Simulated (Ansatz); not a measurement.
# Ni: starts and ends of a spin-polarised SCF

Is Ni magnetic at this level, in which order, and do all starts find it? Single-point runs from several starts follow. Ni is taken in the measured crystal structure (space group Fm-3m, primitive cell doubled), 2 atoms in the cell. Source: COD entry 9012982.

Computed with Ansatz 0.2.0 (DFT PBE, PAW, plane waves, scalar-relativistic, unless a step's input says otherwise).

### 1 Starting point

Symmetry: Fm-3m, No. 225, cubic system. Conventional cell: a = 3.535 Å, b = 3.535 Å, c = 3.535 Å, α = 90.00°, β = 90.00°, γ = 90.00°. Around Ni (site symmetry m-3m) lie 12 Ni at 2.50 Å.

Structure file:

```
Ni
1.0
     3.53470    1.76735    1.76735
     1.76735    3.53470    1.76735
     1.76735    1.76735    3.53470
Ni
2
Cartesian
  0.0000 0.0000 0.0000
  3.5347 3.5347 3.5347
```

In tables a label like Ni2 counts atoms in the order of input.yaml; a structure file may count by element.

Planned first: parallel moments, plain SCF; opposed moments +-, plain SCF; no spin polarisation; spin on, no moments given (the program may seed its own), plain SCF. What is tried next depends on their ends.

“Plain SCF” means no search for lower states. Ends within 0.2 meV/atom and 0.1 μB count as one state.

The total moment includes the space between the atomic spheres.

### 2 Parallel moments, plain SCF

The input, input.yaml:

```yaml
crystal:
  lattice:
    - [3.5347, 1.76735, 1.76735]
    - [1.76735, 3.5347, 1.76735]
    - [1.76735, 1.76735, 3.5347]
  atoms:
    - { symbol: Ni, position: [0.0, 0.0, 0.0], spin: 2.0 }
    - { symbol: Ni, position: [0.5, 0.5, 0.5], spin: 2.0 }
magnetization:
  spin_polarized: true
hamiltonian:
  xc: pbe
  pseudopotentials: { kind: paw }
basis:
  ecutwfc: 420
kpoints:
  mp_grid: { grid: [11, 11, 11] }
scf:
  occupations: { method: fermi_dirac, width: 0.1 }
  lower_state_search: "off"
output:
  forces: true
  stress: true
```

Log, shortened:

```text
basis.fft_grid_basis auto: the FFT boxes are laid along the combinations [[1, 0, -1], [0, 1, -1], [0, 0, 1]] of the cell's own vectors, 2.499, 2.499 and 4.329 Å long. The dense box has 18×18×30 points. Along the cell's own vectors, as sized, it would have 30×30×30, 2.78 times as many. [...]
Pseudopotentials: kind: paw
Pseudopotential: Ni, paw, valence charge 18, recommended cutoff 420 eV (normal), Ni.paw.azcp
Functional definition: PBE
[...]
Crystal: 2 atoms, lattice volume = 22.081 Å³
Basis set: ecut = 420 eV, 409 PW (Γ), FFT grids on a1−a3, a2−a3, a3, exchange–correlation on 36×36×60 points (8 copies of the dense FFT grid, shifted against one another)
Bands: 24, of which v1, the nominal top of the filled ones, is band 18 counted from 1 (17 counted from 0)
Symmetry: 24 space group operations
Space group: Fm-3m (ITA 225), of the structure as read, at distance tolerance 2.8e-5 Å
Magnetic group: BNS 225.116 (UNI 1618), of the structure as read, at distance tolerance 2.8e-5 Å
k-points: 146 of 1331
[...]
Starting moments: Σ|m| = 4 μB on 2 of 2 sites
[...]
SCF iter   1: F=—  HF=-11678.943406 eV  |F-HF|=—  |Δ(HF+E_count)|=         —  Δρ=1.27e-1 (↑1.14e-1 ↓1.27e-1)  dr2=2.48e-2  dr2_m=2.91e0  M=1.881 μB ∫|m|=2.095 μB  β_m=0.30  ethr=6.92e-5  ⟨swp⟩=1.0  Hψ=34778  notcnv=0
[...]
spin-set hold released at iteration 1 (the charge has settled, or the pull on large starting moments outlasts its swing): the magnetisation degrees of freedom join the quasi-Newton model from the next iteration; the mixer history was flushed
[...]
SCF iter  10: F=-11679.495087 eV  HF=-11679.495087 eV  |F-HF|=3.64e-10  |Δ(HF+E_count)|=   4.72e-8  Δρ=2.04e-6 (↑9.03e-7 ↓2.04e-6)  dr2=1.71e-10  dr2_m=3.77e-10  M=1.224 μB ∫|m|=1.406 μB  ethr=5.40e-11  ⟨swp⟩=2.0  Hψ=21625  notcnv=0
[...]
SCF converged after 10 iterations
Magnetization: 1.2237 μB (18.6118 up, 17.3882 down)
Absolute magnetization: 1.4078 μB (∫|ρ↑−ρ↓|, with the PAW one-centre terms)
Spin contamination: 0.0135 ħ² per cell (⟨S²⟩ above its minimum at these occupations)
Per-site moments (μB) at R_I (Å): [(0.6506226220268947, 1.0310067650272867), (0.6506226220268944, 1.0310067650272867)]
Free energy (F): -11679.495087 eV
[...]
E sigma→0 (E₀):  -11679.440464 eV
Entropy (-TS):   -0.109245 eV (-54.623 meV/atom)
Fermi energy:    17.839149 eV
[...]
--- Forces (eV/Å), atoms counted from 1 ---
  atom   1  Ni     0.00000000    -0.00000000     0.00000000
  atom   2  Ni     0.00000000    -0.00000000    -0.00000000
[...]
--- Stress (GPa, compression-positive) ---
       -2.419397       0.070055       0.070055
        0.070055      -2.419397       0.070055
        0.070055       0.070055      -2.419397
  P = ⅓ Tr σ = -2.4194 GPa (-24.194 kbar)
```

Run time: 4.3 s. Hardware: 2 threads of an x86-64 CPU, shared host; peak memory 0.41 GiB.

End: ferromagnetic, site moments Ni1 0.65, Ni2 0.65 μB, total 1.22 μB per cell, no gap on the k-mesh.

### 3 Opposed moments +-, plain SCF

Edit input.yaml of step 2 so:

```diff
@@ -7,3 +7,3 @@
     - { symbol: Ni, position: [0.0, 0.0, 0.0], spin: 2.0 }
-    - { symbol: Ni, position: [0.5, 0.5, 0.5], spin: 2.0 }
+    - { symbol: Ni, position: [0.5, 0.5, 0.5], spin: -2.0 }
 magnetization:
```

Log, shortened:

```text
[... 12 lines as in an earlier run ...]
Symmetry: 12 space group operations
Space group: R-3m (ITA 166), of the structure as read, at distance tolerance 2.8e-5 Å
Magnetic group: BNS 166.102 (UNI 1332), of the structure as read, at distance tolerance 2.8e-5 Å
[... 5 lines as in an earlier run ...]
Starting moments: Σ|m| = 4 μB on 2 of 2 sites
Starting magnetic order: antiferromagnet; a translation exchanges its spin sublattices: spin-degenerate at every k-point
[... 2 lines as in an earlier run ...]
spin-down is spin-up translated by (0.5, 0.5, 0.5): one eigenproblem is solved per k-point and the antiferromagnetic symmetry of the starting moments is kept exactly by this SCF (crystal.symmetry.spin_inversion_symmetry: false solves both channels; [...]
SCF iter   1: F=—  HF=-11678.718699 eV  |F-HF|=—  |Δ(HF+E_count)|=         —  Δρ=1.32e-1 (↑1.32e-1 ↓1.32e-1)  dr2=4.93e-2  dr2_m=3.47e0  M=0.000 μB ∫|m|=1.942 μB  β_m=0.30  ethr=1.37e-4  ⟨swp⟩=1.2  Hψ=17559  notcnv=0
[...]
[... 1 line as in an earlier run ...]
[...]
WARN: the starting moments were not kept: the SCF closed with an absolute magnetisation of 3.3e-5 μB, where they sum to 4 μB in size (2 sites). That is at most 0.1 of that sum. Measured as dr2_m measures the in/out step, that magnetisation stands 1.5e-9 eV from none, at or under the [...]
SCF converged after 17 iterations
Magnetization: 0.0000 μB (18.0000 up, 18.0000 down)
Absolute magnetization: 0.0000 μB (∫|ρ↑−ρ↓|, with the PAW one-centre terms)
Spin contamination: 0.0000 ħ² per cell (⟨S²⟩ above its minimum at these occupations)
Per-site moments (μB) at R_I (Å): [(1.6443786776363977e-5, 1.0310067650272867), (-1.6443786776363977e-5, 1.0310067650272867)]
Free energy (F): -11679.420933 eV
[...]
E sigma→0 (E₀):  -11679.329337 eV
Entropy (-TS):   -0.183193 eV (-91.597 meV/atom)
Fermi energy:    17.668041 eV
[...]
--- Forces (eV/Å), atoms counted from 1 ---
  atom   1  Ni    -0.00000000    -0.00000000     0.00000000
  atom   2  Ni     0.00000000    -0.00000000     0.00000000
[...]
--- Stress (GPa, compression-positive) ---
       -3.217995      -0.074196      -0.074196
       -0.074196      -3.217995      -0.074196
       -0.074196      -0.074196      -3.217995
  P = ⅓ Tr σ = -3.2180 GPa (-32.180 kbar)
```

It took 3.9 s on 2 threads of an x86-64 CPU, shared host; peak memory 0.41 GiB.

Result: non-magnetic, no gap on the k-mesh. It lies 37.1 meV/atom above the lowest state so far (step 2).

### 4 No spin polarisation

Edit input.yaml of step 3 so:

```diff
@@ -6,6 +6,4 @@
   atoms:
-    - { symbol: Ni, position: [0.0, 0.0, 0.0], spin: 2.0 }
-    - { symbol: Ni, position: [0.5, 0.5, 0.5], spin: -2.0 }
-magnetization:
-  spin_polarized: true
+    - { symbol: Ni, position: [0.0, 0.0, 0.0] }
+    - { symbol: Ni, position: [0.5, 0.5, 0.5] }
 hamiltonian:
```

Log, shortened:

```text
[... 11 lines as in an earlier run ...]
Bands: 22, of which v1, the nominal top of the filled ones, is band 18 counted from 1 (17 counted from 0)
[... 6 lines as in an earlier run ...]
[...]
[... 2 lines as in an earlier run ...]
SCF iter   1: F=—  HF=-11679.420750 eV  |F-HF|=—  |Δ(HF+E_count)|=         —  Δρ=2.83e-3  dr2=8.74e-4  ethr=1.77e-3  ⟨swp⟩=4.5  Hψ=11700  notcnv=0
[...]
SCF iter   6: F=-11679.420933 eV  HF=-11679.420933 eV  |F-HF|=2.26e-10  |Δ(HF+E_count)|=   2.63e-8  Δρ=1.89e-6  dr2=1.79e-10  ethr=6.35e-11  ⟨swp⟩=3.0  Hψ=11904  notcnv=0
[...]
SCF converged after 6 iterations
Free energy (F): -11679.420933 eV
[...]
E sigma→0 (E₀):  -11679.329337 eV
Entropy (-TS):   -0.183193 eV (-91.597 meV/atom)
Fermi energy:    17.668043 eV
[... 24 lines left out: energy terms, forces, stress ...]
```

Wall time 1.4 s (2 threads of an x86-64 CPU, shared host); peak memory 0.37 GiB.

The run ends in the same state as step 3 (non-magnetic); it took 6 iterations.

### 5 Spin on, no moments given (the program may seed its own), plain SCF

Edit input.yaml of step 4 so:

```diff
@@ -21 +21,3 @@
   stress: true
+magnetization:
+  spin_polarized: true
```

Log, shortened:

```text
[... 1 line as in an earlier run ...]
band count auto-derived: 24 (N_el = 36.0; filled up to band 18; 22 by the electrons, moments and atoms)
[... 20 lines as in an earlier run ...]
[...]
SCF iter   1: F=—  HF=-11678.017021 eV  |F-HF|=—  |Δ(HF+E_count)|=         —  Δρ=1.79e-1 (↑1.78e-1 ↓1.79e-1)  dr2=1.36e-2  dr2_m=6.43e0  M=2.564 μB ∫|m|=2.564 μB  ethr=3.88e-4  ⟨swp⟩=1.3  Hψ=17567  notcnv=0
[...]
SCF iter  11: F=-11679.495087 eV  HF=-11679.495087 eV  |F-HF|=2.07e-10  |Δ(HF+E_count)|=   5.58e-9  Δρ=1.43e-6 (↑5.86e-7 ↓1.43e-6)  dr2=4.06e-11  dr2_m=1.73e-10  M=1.224 μB ∫|m|=1.406 μB  ethr=3.15e-12  ⟨swp⟩=1.9  Hψ=19794  notcnv=0
[...]
SCF converged after 11 iterations
Magnetization: 1.2237 μB (18.6118 up, 17.3882 down)
Absolute magnetization: 1.4078 μB (∫|ρ↑−ρ↓|, with the PAW one-centre terms)
Spin contamination: 0.0135 ħ² per cell (⟨S²⟩ above its minimum at these occupations)
Per-site moments (μB) at R_I (Å): [(0.6506201811331748, 1.0310067650272867), (0.650620181133174, 1.0310067650272867)]
Free energy (F): -11679.495087 eV
[...]
E sigma→0 (E₀):  -11679.440464 eV
Entropy (-TS):   -0.109246 eV (-54.623 meV/atom)
Fermi energy:    17.839138 eV
[... 24 lines left out: energy terms, forces, stress ...]
```

Run time: 4.4 s. Hardware: 2 threads of an x86-64 CPU, shared host; peak memory 0.4 GiB.

Nothing new: the 11 iterations lead to the state found in step 2 (ferromagnetic).

### 6 Parallel moments scaled by 0.03, plain SCF

Edit input.yaml of step 5 so:

```diff
@@ -6,4 +6,6 @@
   atoms:
-    - { symbol: Ni, position: [0.0, 0.0, 0.0] }
-    - { symbol: Ni, position: [0.5, 0.5, 0.5] }
+    - { symbol: Ni, position: [0.0, 0.0, 0.0], spin: 0.06 }
+    - { symbol: Ni, position: [0.5, 0.5, 0.5], spin: 0.06 }
+magnetization:
+  spin_polarized: true
 hamiltonian:
@@ -21,3 +23 @@
   stress: true
-magnetization:
-  spin_polarized: true
```

Log, shortened:

```text
[... 11 lines as in an earlier run ...]
Bands: 23, of which v1, the nominal top of the filled ones, is band 18 counted from 1 (17 counted from 0)
[... 8 lines as in an earlier run ...]
Starting moments: Σ|m| = 0.12 μB on 2 of 2 sites
[... 2 lines as in an earlier run ...]
[...]
SCF iter   1: F=—  HF=-11679.431935 eV  |F-HF|=—  |Δ(HF+E_count)|=         —  Δρ=2.42e-2 (↑2.42e-2 ↓1.53e-2)  dr2=1.40e-1  dr2_m=6.25e-3  M=0.169 μB ∫|m|=0.172 μB  β_m=1.00  ethr=3.89e-4  ⟨swp⟩=1.0  Hψ=33408  notcnv=0
[...]
spin-set hold released at iteration 14 (site moments contracting): the magnetisation degrees of freedom join the quasi-Newton model from the next iteration; the mixer history was flushed
[...]
SCF iter  20: F=-11679.495087 eV  HF=-11679.495087 eV  |F-HF|=8.03e-9  |Δ(HF+E_count)|=   2.00e-6  Δρ=7.69e-6 (↑7.69e-6 ↓6.75e-6)  dr2=1.47e-8  dr2_m=4.05e-9  M=1.224 μB ∫|m|=1.406 μB  ethr=2.09e-10  ⟨swp⟩=4.0  Hψ=24016  notcnv=0
[...]
SCF converged after 20 iterations
Magnetization: 1.2237 μB (18.6118 up, 17.3882 down)
Absolute magnetization: 1.4077 μB (∫|ρ↑−ρ↓|, with the PAW one-centre terms)
Spin contamination: 0.0135 ħ² per cell (⟨S²⟩ above its minimum at these occupations)
Per-site moments (μB) at R_I (Å): [(0.6505972727482776, 1.0310067650272867), (0.6505972727482774, 1.0310067650272867)]
Free energy (F): -11679.495087 eV
[...]
E sigma→0 (E₀):  -11679.440461 eV
Entropy (-TS):   -0.109251 eV (-54.625 meV/atom)
Fermi energy:    17.839044 eV
[... 24 lines left out: energy terms, forces, stress ...]
```

It took 7.4 s on 2 threads of an x86-64 CPU, shared host; peak memory 0.4 GiB.

This is the state of step 2 again (ferromagnetic), after 20 iterations.

### 7 Moments ++ scaled by 1.4, plain SCF

Edit input.yaml of step 6 so:

```diff
@@ -6,4 +6,4 @@
   atoms:
-    - { symbol: Ni, position: [0.0, 0.0, 0.0], spin: 0.06 }
-    - { symbol: Ni, position: [0.5, 0.5, 0.5], spin: 0.06 }
+    - { symbol: Ni, position: [0.0, 0.0, 0.0], spin: 2.8 }
+    - { symbol: Ni, position: [0.5, 0.5, 0.5], spin: 2.8 }
 magnetization:
```

Log, shortened:

```text
[... 11 lines as in an earlier run ...]
Bands: 25, of which v1, the nominal top of the filled ones, is band 18 counted from 1 (17 counted from 0)
[... 8 lines as in an earlier run ...]
Starting moments: Σ|m| = 5.6 μB on 2 of 2 sites
[... 2 lines as in an earlier run ...]
[...]
SCF iter   1: F=—  HF=-11677.918255 eV  |F-HF|=—  |Δ(HF+E_count)|=         —  Δρ=2.03e-1 (↑2.00e-1 ↓2.03e-1)  dr2=1.25e-2  dr2_m=8.20e0  M=2.146 μB ∫|m|=2.343 μB  β_m=0.30  ethr=3.48e-5  ⟨swp⟩=1.8  Hψ=37280  notcnv=0
[...]
spin-set hold released at iteration 8 (site moments contracting): the magnetisation degrees of freedom join the quasi-Newton model from the next iteration; the mixer history was flushed
[...]
SCF iter  16: F=-11679.495087 eV  HF=-11679.495087 eV  |F-HF|=1.44e-9  |Δ(HF+E_count)|=   1.38e-7  Δρ=5.36e-6 (↑3.27e-6 ↓5.36e-6)  dr2=1.52e-9  dr2_m=2.56e-9  M=1.224 μB ∫|m|=1.406 μB  ethr=2.78e-10  ⟨swp⟩=4.0  Hψ=23527  notcnv=0
[...]
SCF converged after 16 iterations
Magnetization: 1.2237 μB (18.6118 up, 17.3882 down)
Absolute magnetization: 1.4078 μB (∫|ρ↑−ρ↓|, with the PAW one-centre terms)
Spin contamination: 0.0135 ħ² per cell (⟨S²⟩ above its minimum at these occupations)
Per-site moments (μB) at R_I (Å): [(0.6506263977215981, 1.0310067650272867), (0.6506263977215975, 1.0310067650272867)]
Free energy (F): -11679.495087 eV
[...]
E sigma→0 (E₀):  -11679.440465 eV
Entropy (-TS):   -0.109243 eV (-54.622 meV/atom)
Fermi energy:    17.839172 eV
[... 24 lines left out: energy terms, forces, stress ...]
```

It took 6 s on 2 threads of an x86-64 CPU, shared host; peak memory 0.41 GiB.

This is the state of step 2 again (ferromagnetic), after 16 iterations.

### 8 A moment on one site alone, plain SCF

Edit input.yaml of step 7 so:

```diff
@@ -6,4 +6,4 @@
   atoms:
-    - { symbol: Ni, position: [0.0, 0.0, 0.0], spin: 2.8 }
-    - { symbol: Ni, position: [0.5, 0.5, 0.5], spin: 2.8 }
+    - { symbol: Ni, position: [0.0, 0.0, 0.0], spin: 2.0 }
+    - { symbol: Ni, position: [0.5, 0.5, 0.5] }
 magnetization:
```

Log, shortened:

```text
[... 14 lines as in an earlier run ...]
Magnetic group: BNS 166.97 (UNI 1327), of the structure as read, at distance tolerance 2.8e-5 Å
[... 5 lines as in an earlier run ...]
Starting moments: Σ|m| = 2 μB on 1 of 2 sites
[... 2 lines as in an earlier run ...]
SCF iter   1: F=—  HF=-11679.294086 eV  |F-HF|=—  |Δ(HF+E_count)|=         —  Δρ=1.07e-1 (↑1.07e-1 ↓4.24e-2)  dr2=2.70e0  dr2_m=6.91e-1  M=1.349 μB ∫|m|=1.466 μB  β_m=0.30  ethr=3.10e-3  ⟨swp⟩=4.6  Hψ=24317  notcnv=0
[...]
spin-set hold released at iteration 5 (the charge has settled, or the pull on large starting moments outlasts its swing): the magnetisation degrees of freedom join the quasi-Newton model from the next iteration; the mixer history was flushed
[...]
SCF iter  21: F=-11679.495087 eV  HF=-11679.495087 eV  |F-HF|=1.07e-8  |Δ(HF+E_count)|=   2.67e-8  Δρ=6.17e-6 (↑1.79e-6 ↓6.17e-6)  dr2=1.20e-8  dr2_m=1.49e-9  M=1.224 μB ∫|m|=1.406 μB  ethr=2.78e-10  ⟨swp⟩=2.8  Hψ=20759  notcnv=0
[...]
SCF converged after 21 iterations
Magnetization: 1.2237 μB (18.6118 up, 17.3882 down)
Absolute magnetization: 1.4078 μB (∫|ρ↑−ρ↓|, with the PAW one-centre terms)
Spin contamination: 0.0135 ħ² per cell (⟨S²⟩ above its minimum at these occupations)
Per-site moments (μB) at R_I (Å): [(0.6506119021421362, 1.0310067650272867), (0.6506363568337303, 1.0310067650272867)]
Free energy (F): -11679.495087 eV
[...]
E sigma→0 (E₀):  -11679.440463 eV
Entropy (-TS):   -0.109247 eV (-54.624 meV/atom)
Fermi energy:    17.839145 eV
[... 24 lines left out: energy terms, forces, stress ...]
```

Wall time 6.3 s (2 threads of an x86-64 CPU, shared host); peak memory 0.41 GiB.

Nothing new: the 21 iterations lead to the state found in step 2 (ferromagnetic).

### 9 All ends together

| step | iterations | state | moments of Ni1 Ni2 (μB) | total (μB) | gap (eV) | pressure (GPa) | above lowest (meV/atom) |
| --- | --- | --- | --- | --- | --- | --- | --- |
| 2 | 10 | 1 | 0.65 0.65 | 1.22 | none | -2.4 | 0.0 |
| 3 | 17 | 2 | 0.00 0.00 | 0.00 | none | -3.2 | 37.1 |
| 4 | 6 | 2 | 0.00 0.00 | 0.00 | none | -3.2 | 37.1 |
| 5 | 11 | 1 | 0.65 0.65 | 1.22 | none | -2.4 | 0.0 |
| 6 | 20 | 1 | 0.65 0.65 | 1.22 | none | -2.4 | 0.0 |
| 7 | 16 | 1 | 0.65 0.65 | 1.22 | none | -2.4 | 0.0 |
| 8 | 21 | 1 | 0.65 0.65 | 1.22 | none | -2.4 | 0.0 |

States are numbered from the lowest. Starts by step: 2 parallel moments, plain SCF; 3 opposed moments +-, plain SCF; 4 no spin polarisation; 5 spin on, no moments given (the program may seed its own), plain SCF; 6 parallel moments scaled by 0.03, plain SCF; 7 moments ++ scaled by 1.4, plain SCF; 8 a moment on one site alone, plain SCF.

The 7 runs of this session took 34 s in all, from 1.4 s to 7.4 s each.

Decimal logarithm of the largest residual (eV) by iteration, counted through all cycles of a run:

| iteration | step 2 | step 3 | step 4 | step 5 | step 6 | step 7 | step 8 |
| --- | --- | --- | --- | --- | --- | --- | --- |
| 1 | 0.5 | 0.5 | -3.1 | 0.8 | -0.9 | 0.9 | 0.4 |
| 2 | 0.2 | 0.3 | -3.6 | -0.4 | -1.5 | 0.7 | 1.0 |
| 3 | -0.9 | -0.7 | -5.4 | -0.6 | -1.9 | 0.5 | 0.1 |
| 4 | -2.0 | -1.1 | -6.2 | -0.5 | -2.3 | 0.2 | 0.1 |
| 5 | -2.9 | -1.9 | -7.6 | -2.3 | -2.1 | 0.0 | -0.1 |
| 6 | -3.1 | -2.8 | -9.7 | -2.8 | -2.0 | -0.2 | 0.6 |
| 8 | -5.6 | -3.4 | - | -5.2 | -1.8 | -0.5 | -0.4 |
| 10 | -9.4 | -4.2 | - | -8.0 | -1.8 | -0.2 | -0.8 |
| 12 | - | -5.9 | - | - | -2.1 | -3.7 | -1.6 |
| 14 | - | -8.0 | - | - | -2.6 | -5.3 | -1.9 |
| 16 | - | -9.9 | - | - | -2.4 | -8.6 | -2.1 |
| 17 | - | -11.5 | - | - | -1.6 | - | -5.1 |
| 19 | - | - | - | - | -6.0 | - | -5.4 |
| 21 | - | - | - | - | - | - | -7.9 |

### 10 What came out

| quantity | value |
| --- | --- |
| distinct states | 2 from 7 converged runs |
| lowest state from plain starts | ferromagnetic |
| its moments | Ni1 0.65, Ni2 0.65 μB |
| total moment | 1.22 μB per cell |
| gap on the k-mesh | none |
| pressure | -2.4 GPa |
| largest force | 0.000 eV/Å |
| next state | non-magnetic, 37.1 meV/atom higher |

Distinct end states: 2, from 7 converged runs. Switching spin polarisation off costs 37.1 meV/atom in free energy, smearing entropy included. These are lowest states among those tried, not proven ground states.
